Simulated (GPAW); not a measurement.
Runs of GPAW 26.7.0 on Pt. It takes space group Fm-3m (No. 225, cubic). The conventional cell has a = 3.922 Å, b = 3.922 Å, c = 3.922 Å, α = 90.00°, β = 90.00°, γ = 90.00°. Around Pt (site symmetry m-3m) lie 12 Pt at 2.77 Å. 

| task | level | potentials or basis | spin | U | k mesh | maxiter | band path | band points | spin axis theta (degrees) | spin axis phi (degrees) | other keys | pressure (GPa) | V0 of scaled cells (Å³/atom) | B0 (GPa) |
| --- | --- | --- | --- | --- | --- | --- | --- | --- | --- | --- | --- | --- | --- | --- |
| band structure | SCAN | GPAW PAW data sets (gpaw-data 1.2.1), pw | SOC, no magnetisation | - | 9 × 9 × 9 | 150 | GXWKGLUWLK,UX | 80 | 54.7 | 45 | - | -3.0 | - | - |
| band structure | mBEEF | GPAW PAW data sets (gpaw-data 1.2.1), pw | SOC, no magnetisation | - | 9 × 9 × 9 | 150 | GXWKGLUWLK,UX | 100 | 0 | 0 | - | -7.3 | - | - |
| single point | PBE | GPAW PAW data sets (gpaw-data 1.2.1), pw | off | - | 18 × 18 × 18 | 100 | - | - | - | - | several, not listed | 9.7 | - | - |
| equation of state | LDA | PAW data sets generated in the run's folder for this functional, pw | off | - | 9 × 9 × 9 | 150 | - | - | - | - | - | - | 14.68 | (a) |
| band structure | BP86 | PAW data sets generated in the run's folder for this functional, pw | SOC, no magnetisation | - | 9 × 9 × 9 | 150 | GXWKGLUWLK,UX | 80 | 54.7 | 45 | - | 11.0 | - | - |
| equation of state | PBE+D3 | GPAW PAW data sets (gpaw-data 1.2.1), pw | off | - | 9 × 9 × 9 | 150 | - | - | - | - | - | - | 15.02 | (b) |
| band structure | PBE+U | GPAW PAW data sets (gpaw-data 1.2.1), pw | off | Pt d U = 8 eV | 9 × 9 × 9 | 150 | GXWKGLUWLK,UX | 80 | - | - | - | -2.2 | - | - |
| equation of state | revPBE+D4 | the program's PAW data sets (release 1.2.1) made for this functional, pw | off | - | 9 × 9 × 9 | 150 | - | - | - | - | - | - | 15.07 | 278 |
| band structure | r4SCAN | GPAW PAW data sets (gpaw-data 1.2.1), pw | SOC, no magnetisation | - | 9 × 9 × 9 | 150 | GXWKGLUWLK,UX | 80 | 90 | 45 | - | 4.1 | - | - |

Alike in all rows: cell as given; cutoff (eV) 600; smearing fermi-dirac 0.05 eV.

Fill in the values left out.

(a) 304; (b) 279.

Caveats: spin-orbit coupling was added after a scalar SCF, so levels and gaps hold it while energy, forces, pressure and moments don't (some runs); the PAW data sets were made with another functional, which shifts forces and pressure a little (some runs); U without spin polarisation on a metal has little footing (some runs); the U is typed as a test and isn't derived for this compound (some runs).
